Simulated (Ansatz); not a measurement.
# FeO (Wuestite) under changes of volume

One of the cells (10.067 Å³/atom); the others are scaled copies at fixed shape and fractional positions:

```
Fe O
1.0
     1.51882    0.87689    2.51958
    -1.51882    0.87689    2.51958
     0.00000   -1.75378    2.51958
Fe O
1 1
Direct
  0.00000 0.00000 0.00000
  0.50000 0.50000 0.50000
```

| Quantity | Value |
| --- | --- |
| Program | Ansatz 0.2.0 |
| Functional | PBEsol |
| Potentials or basis | all-electron LAPW, scalar-relativistic |
| Cutoff | 375 eV (chosen from the basis error) |
| Basis error allowed | 0.0005 eV/atom |
| k mesh | 11 × 11 × 11 |
| Occupations | fermi-dirac, width 0.05 eV |
| Spin | collinear spin, ferromagnetic start |
| Starting moments | [3.0, 0.0] μB |

```tsv
volume (Å³/atom)	energy over the lowest point (meV/atom)	pressure (GPa)
9.463	?	?
9.664	0.00	-2.1
9.866	5.21	-6.0
10.067	15.06	-9.5
10.268	29.07	-12.6
10.470	46.78	-15.4
10.671	67.78	-17.8
```

Task: What does the run at 9.463 Å³/atom give?

Result: Energy over the lowest point 0.04 meV/atom; pressure 2.3 GPa.

Worked out: A Birch-Murnaghan fit of order 3 (a polynomial in V^(-2/3)) to the other rows has its minimum at 9.56 Å³/atom, just outside them, with B0 = V·E''(V) = 209 GPa and B' = 4.5 at fixed shape and positions, which overstates the stiffness. It gives 0.02 meV/atom at 9.463 Å³/atom, against the run's 0.04, and -dE/dV = 2.3 GPa, against 2.3.

Energies are extrapolated to zero smearing.

Caveats: a cell with one magnetic atom can't hold antiferromagnetic order, which such compounds often take.
